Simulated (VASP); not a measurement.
# Sb: molecular dynamics at constant energy

Sb, I4/mmm (no. 139), 16 atoms in the cell. PBE, molecular dynamics; PAW potentials Sb (PBE set).

Ensemble: NVE; Starting temperature (K): 600.

## Input

INCAR:
```
GGA = PE
PREC = Normal
ENCUT = 200
EDIFF = 1E-6
NELMIN = 4
NELM = 60
ALGO = Fast
LREAL = Auto
LASPH = T
ISMEAR = -1
SIGMA = 0.05
ISYM = 0
LWAVE = F
LCHARG = F
IBRION = 0
NSW = 60
POTIM = 4.0
TEBEG = 600
ISIF = 2
RANDOM_SEED = 236498 0 0
MDALGO = 2
SMASS = -3
KPAR = 2
```

KPOINTS:
```
k-points
0
Monkhorst-Pack
  2 2 1
```

POSCAR:
```
Sb
1.0
    6.3061607324      0.0000000000      0.0000000000
    0.0000000000      6.3061607324      0.0000000000
    0.0000000000      0.0000000000     10.8477537252
Sb
16
Direct
    0.0000000000      0.0000000000      0.0000000000
    0.0000000000      0.0000000000      0.5000000000
    0.0000000000      0.5000000000      0.0000000000
    0.0000000000      0.5000000000      0.5000000000
    0.5000000000      0.0000000000      0.0000000000
    0.5000000000      0.0000000000      0.5000000000
    0.5000000000      0.5000000000      0.0000000000
    0.5000000000      0.5000000000      0.5000000000
    0.2500000000      0.2500000000      0.2500000000
    0.2500000000      0.2500000000      0.7500000000
    0.2500000000      0.7500000000      0.2500000000
    0.2500000000      0.7500000000      0.7500000000
    0.7500000000      0.2500000000      0.2500000000
    0.7500000000      0.2500000000      0.7500000000
    0.7500000000      0.7500000000      0.2500000000
    0.7500000000      0.7500000000      0.7500000000
```

Commands:
```
cat potpaw_PBE.64/Sb/POTCAR > POTCAR
mpirun -np 2 vasp_std > vasp.out
```

## Result

- Rise of the mean potential energy above the start (meV/atom): 25.5
- Mean temperature (K): 389
- Electronic steps per ionic step after the first: 5.1

Course of the run:

| Time (fs) | Temperature (K) | Potential energy less the first (meV/atom) |
|---|---|---|
| 4 | 600 | 0.0 |
| 24 | 567 | 4.0 |
| 40 | 502 | 11.9 |
| 60 | 392 | 25.2 |
| 76 | 312 | 35.0 |
| 96 | 277 | 39.2 |
| 112 | 307 | 35.5 |
| 132 | 366 | 28.4 |
| 148 | 393 | 25.1 |
| 168 | 391 | 25.4 |
| 184 | 374 | 27.4 |
| 204 | 354 | 29.8 |
| 220 | 341 | 31.4 |
| 240 | 325 | 33.4 |

The mean temperature lies below the starting 600 K, since the atoms start on their sites and part of their kinetic energy turns into potential energy.

REPORT:
```
MDALGO =   2
               SCALING =       0
                 CNEXP =     9.000   14.000
           RANDOM_SEED =            236498                0                0

   original number of atomic DOF:         45
   number of independent constraints:      0
   number of active DOF:                  45

========================================
         MD step No.       1
========================================

  Atomic velocities initialized by STEP_tb

  >Energies
                    E_tot             E_pot             E_kin               EPS                ES
   e_b>   -0.61201821E+02   -0.62365167E+02    0.11633461E+01    0.00000000E+00    0.00000000E+00

  >Temperature
               T_sim     T_inst
   tmprt>    600.000    599.999

  >Thermostat:
           s(n+1) sdot(n+1)      s(n)   sdot(n)        Qs
   s_b>   0.00000   0.00000   0.00000   0.00000  -3.00000

           RANDOM_SEED =            236498               96                0

[... steps left out ...]

========================================
         MD step No.      60
========================================

  >Energies
                    E_tot             E_pot             E_kin               EPS                ES
   e_b>   -0.61201817E+02   -0.61831309E+02    0.62949204E+00    0.00000000E+00    0.00000000E+00

  >Temperature
               T_sim     T_inst
   tmprt>    600.000    324.663

  >Thermostat:
           s(n+1) sdot(n+1)      s(n)   sdot(n)        Qs
   s_b>   0.00000   0.00000   0.00000   0.00000  -3.00000

           RANDOM_SEED =            236498               96                0
```

OSZICAR:
```
N       E                     dE             d eps       ncg     rms          rms(c)
DAV:   1     0.196000221291E+03    0.19600E+03   -0.15230E+04   196   0.592E+02
DAV:   2    -0.407675146629E+02   -0.23677E+03   -0.22550E+03   214   0.145E+02
DAV:   3    -0.618338320617E+02   -0.21066E+02   -0.20210E+02   264   0.381E+01
DAV:   4    -0.624191868897E+02   -0.58535E+00   -0.57081E+00   240   0.610E+00
DAV:   5    -0.624362756514E+02   -0.17089E-01   -0.16925E-01   272   0.869E-01    0.842E+00
RMM:   6    -0.623852350436E+02    0.51041E-01   -0.31576E-02   196   0.621E-01    0.492E+00
RMM:   7    -0.623645924633E+02    0.20643E-01   -0.68069E-02   196   0.911E-01    0.183E-01
RMM:   8    -0.623649188475E+02   -0.32638E-03   -0.77331E-03   202   0.362E-01    0.533E-02
RMM:   9    -0.623651106106E+02   -0.19176E-03   -0.16824E-03   209   0.129E-01    0.573E-02
RMM:  10    -0.623651467424E+02   -0.36132E-04   -0.36585E-04   212   0.536E-02    0.854E-02
RMM:  11    -0.623651637626E+02   -0.17020E-04   -0.15921E-04   218   0.272E-02    0.454E-03
RMM:  12    -0.623651673842E+02   -0.36217E-05   -0.36198E-05   209   0.125E-02    0.805E-03
[... left out ...]
     59 T=   327. E= -.61201834E+02 F= -.61836697E+02 E0= -.61779235E+02  EK= 0.63486E+00 SP= 0.00E+00 SK= 0.00E+00
[... last step whole ...]
       N       E                     dE             d eps       ncg     rms          rms(c)
DAV:   1    -0.618312489520E+02    0.54474E-02   -0.50037E-03   359   0.957E-01    0.475E-03
RMM:   2    -0.618312979128E+02   -0.48961E-04   -0.49968E-04   197   0.632E-02    0.263E-03
RMM:   3    -0.618313075618E+02   -0.96491E-05   -0.91741E-05   216   0.262E-02    0.307E-03
RMM:   4    -0.618313087805E+02   -0.12187E-05   -0.12648E-05   183   0.103E-02    0.284E-03
RMM:   5    -0.618313089455E+02   -0.16500E-06   -0.25984E-06   128   0.487E-03
     60 T=   325. E= -.61201817E+02 F= -.61831309E+02 E0= -.61773140E+02  EK= 0.62949E+00 SP= 0.00E+00 SK= 0.00E+00
```

Limits: 240 fs of 16 atoms are too short for converged averages.

VASP 6.6.1 took 424 s on 2 cores (Intel Xeon Platinum 8259CL @ 2.50GHz (Skylake/Cascade Lake)), a shared host.
